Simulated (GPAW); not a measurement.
Input of a GPAW 26.7.0 run:

run.py

```python
from ase.eos import EquationOfState
from ase.io import Trajectory, read
from ase.units import GPa
from gpaw import GPAW, PW

atoms = read('Sb.xyz')

traj = Trajectory('eos.traj', 'w')
volumes, energies = [], []
for x in [0.94, 0.96, 0.98, 1.0, 1.02, 1.04, 1.06]:
    a = atoms.copy()
    a.set_cell(atoms.cell * x**(1 / 3), scale_atoms=True)
    calc = GPAW(mode=PW(600),
                xc='PBE',
                kpts={'size': (12, 12, 12), 'gamma': True},
                occupations={'name': 'fermi-dirac', 'width': 0.05},
                nbands=15,
                convergence={'density': 1e-05, 'energy': 1e-05},
                maxiter=150,
                txt=f'eos-{x:.2f}.txt')
    a.calc = calc
    energies.append(a.get_potential_energy(force_consistent=True))
    volumes.append(a.get_volume())
    p = -a.get_stress()[:3].mean() / GPa
    calc.write(f'eos-{x:.2f}.gpw')
    traj.write(a)
    print(f'{x:.2f} {volumes[-1]:10.4f} A^3 {energies[-1]:14.6f} eV {p:9.3f} GPa', flush=True)

v0, e0, B = EquationOfState(volumes, energies, eos='birchmurnaghan').fit()
print(f'V0 = {v0:.4f} A^3, E0 = {e0:.6f} eV, B0 = {B / GPa:.2f} GPa')
```

Contents of Sb.xyz:

```xyz
1
Lattice="-1.5765401831 1.5765401831 2.7119384313 1.5765401831 -1.5765401831 2.7119384313 1.5765401831 1.5765401831 -2.7119384313" Properties=species:S:1:pos:R:3 pbc="T T T"
Sb     0.0000000000      0.0000000000      0.0000000000
```

Potentials or basis: GPAW PAW data sets (gpaw-data 1.2.1), pw.

Command:

```console
$ OMP_NUM_THREADS=1 python run.py
```

**Question.** What does it give for the pressure derivative of the bulk modulus?

**Answer.** 4.6.

**Question.** Predict the bulk modulus at fixed shape and positions.

**Answer.** 59 GPa.

**Question.** Predict the equilibrium volume.

**Answer.** 27.61 Å³/atom.

Energy against volume, from the lowest point:
```csv
volume (Å³/atom),energy (meV/atom)
25.344,40.18
25.883,22.39
26.423,10.13
26.962,2.84
27.501,0.00
28.040,1.14
28.580,5.85
```

Caveat: the cell was scaled at fixed shape and fractional positions, which overstates the stiffness of a crystal with free parameters, most of all of layers and chains. The run has no spin-orbit coupling, so splittings on Sb are missing.
